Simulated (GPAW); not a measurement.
Wanted: an ASE script for a GPAW 26.7.0 run.

```
Task                : single point
Functional          : vdW-DF-cx
Potentials or basis : GPAW PAW data sets (gpaw-data 1.2.1)
Cutoff              : 600 eV
Basis               : pw
k mesh              : 11 × 11 × 11
Occupations         : fermi-dirac, width 0.05 eV
Spin                : no spin polarisation
Maxiter             : 150
```

The structure of Ti lies in POSCAR:

```
Ti
1.0
   -1.6410000000      1.6410000000      1.6410000000
    1.6410000000     -1.6410000000      1.6410000000
    1.6410000000      1.6410000000     -1.6410000000
Ti
1
Direct
    0.0000000000      0.0000000000      0.0000000000
```

This isn't the form of Ti at room conditions, which is hcp.

One way to write it, as run:

run.py

```python
from ase.dft.bandgap import bandgap
from ase.io import read, write
from gpaw import GPAW, PW

atoms = read('POSCAR')

calc = GPAW(mode=PW(600),
            xc={'name': 'vdW-DF-cx', 'backend': 'libvdwxc'},
            kpts={'size': (11, 11, 11), 'gamma': True},
            occupations={'name': 'fermi-dirac', 'width': 0.05},
            nbands=14,
            convergence={'density': 1e-05, 'energy': 1e-05},
            maxiter=150,
            txt='gpaw.txt')
atoms.calc = calc
energy = atoms.get_potential_energy()
forces = atoms.get_forces()
calc.write('gs.gpw')
write('result.traj', atoms)
print(f'Energy: {energy:.6f} eV')
print('Forces (eV/A):')
print(forces.round(4))
print('Fermi level:', round(calc.get_fermi_level(), 4), 'eV')
print(f'Gap: {bandgap(calc)[0]:.4f} eV, direct: {bandgap(calc, direct=True)[0]:.4f} eV')
```

Potentials or basis: GPAW PAW data sets (gpaw-data 1.2.1), pw.

The run is started by

```bash
$ OMP_NUM_THREADS=1 python run.py
```

It gave:

* Band gap on the k mesh: none (metal or under the smearing width)

Caveat: the PAW data sets were made with another functional, which shifts forces and pressure a little.

Run time: 13 s on 1 thread of Arm Neoverse V1 (shared host), peak memory 0.15 GiB.
